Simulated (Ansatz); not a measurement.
# ZrS2, one cell by several methods

```yaml
crystal:
  lattice:
    - [3.63000, 0.00000, 0.00000]
    - [-1.81500, 3.14367, 0.00000]
    - [0.00000, 0.00000, 5.67450]
  atoms:
    - { symbol: Zr, position: [0.00000, 0.00000, 0.00000] }
    - { symbol: S, position: [0.33333, 0.66667, 0.24920] }
    - { symbol: S, position: [0.66667, 0.33333, 0.75080] }
```

Atom numbers follow the list: Zr1, S2, S3.

The cell is COD entry 5910006, as deposited and not checked against the literature; nothing was relaxed. The listed cell was then made from it by scaling, straining or moving an atom.

Methods: DFT, PBE, PAW with Ansatz's default frozen-core files, scalar-relativistic (Ansatz 0.2.0); DFT, PBE, all-electron PAW with datasets made for the crystal, scalar-relativistic (Ansatz 0.2.0); DFT, PBE, all-electron LAPW, scalar-relativistic (Ansatz 0.2.0).

For PAW: a Γ-centred 10×10×5 k mesh, Fermi–Dirac smearing of 0.01 eV, cutoff 420 eV, no spin polarisation. The crystal-made all-electron datasets (AE datasets) take a cutoff of 240 eV at this cell. LAPW targets a basis error of 1 meV/atom. The Ansatz runs share mesh, smearing and spin set-up. Plane-wave (PAW) pressures include the program's estimate of the Pulay term.

Stress and pressure are positive in compression.

Spin–orbit coupling is left out, which moves gradients at and beside heavy atoms by some per cent and at worst by a factor of two.

```csv
quantity,PAW,AE datasets,LAPW
pressure (GPa),6.02,6.04,6.04
stress xx (GPa),5.61,5.63,5.63
stress zz (GPa),6.83,6.85,6.85
"force on S2, z (eV/Å)",0.566,0.568,0.568
band gap (eV),0.814,0.814,0.779
field gradient Vzz at Zr1 (10²¹ V/m²),-0.85,-0.82,–
```

PAW's pressure differs from the LAPW value by -0.02 GPa.
